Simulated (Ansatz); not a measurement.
Below is a relaxed structure of RbBr. The cell was found from a structure generator's guess, not taken from experiment.

Computed with Ansatz 0.2.0, DFT PBE, scalar-relativistic, plane waves, PAW. Cutoff 420 eV, Γ-centred mesh, Gaussian smearing, no spin polarisation.

```xyz
2
Lattice="2.7487 1.5870 4.5125 -2.7487 1.5870 4.5125 0.0000 -3.1740 4.5125" Properties=species:S:1:pos:R:3 pbc="T T T"
Rb    0.0000    0.0000    0.0029
Br    0.0000    0.0000   10.1671
```

Formation energies are uncorrected and refer to the elements' standard structures at the same level. The references include crystalline Br.

Question: What space group does it have?

Answer: R3m (No. 160). Conventional cell: a = 5.497 Å, c = 13.538 Å. Rb has 4 Br at 3.37 Å; Br is surrounded by 4 Rb at 3.37 Å.

Question: What is its formation energy per atom?

Answer: −1.676 eV/atom. Whether it is stable depends on the other phases of the system, which aren't compared here.

Question: Is it a metal?

Answer: No, the gap on the 6×6×6 mesh is 4.05 eV.

The last run used a 6×6×6 mesh for its 2-atom cell and Gaussian smearing of 0.02 eV. Kohn–Sham gaps at this level usually fall short of measured ones. The reference form of Br is held partly by dispersion forces, which this level lacks. A structure relaxed within its symmetry needn't be a true minimum.
